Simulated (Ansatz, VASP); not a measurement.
# Au: VASP beside Ansatz

```
CELL_PARAMETERS angstrom
-1.63758 1.63758 1.63758
1.63758 -1.63758 1.63758
1.63758 1.63758 -1.63758
ATOMIC_POSITIONS crystal
Au 0.00000 0.00000 0.00000
```

This isn't the form of Au at room conditions, which is fcc.

Alike in both runs: functional r2SCAN; k mesh 18 × 18 × 18; occupations gaussian, width 0.1 eV; no spin polarisation.

Ansatz relaxed the structure, and its values are those at the end. VASP's run is a single point on that final structure, the one shown.

|  | VASP | Ansatz |
| --- | --- | --- |
| version | VASP 6.6.1 | Ansatz 0.2.0 |
| potentials or method | VASP PAW PBE potentials, release 64 (Au) | scalar-relativistic, plane waves, PAW |
| plane-wave cutoff (eV) | 520 | 500 |
| valence electrons in the cell | 11 | 19 |

Ansatz gave:

| Property | Result |
| --- | --- |
| gap on the k mesh at the Fermi level (eV) | none |
| pressure (GPa) | 0.0 |

Question: Estimate VASP's values.

Answer: gap on the k mesh at the Fermi level (eV): none; pressure (GPa): 0.3.

A gap of «none» marks a metal or a gap that the smearing closes. The two sets of potentials don't hold the same shells in valence.

Caveats: the PAW data sets were made with another functional, which shifts forces and pressure a little (VASP). Spin-orbit coupling is left out, which matters for the levels of Au.
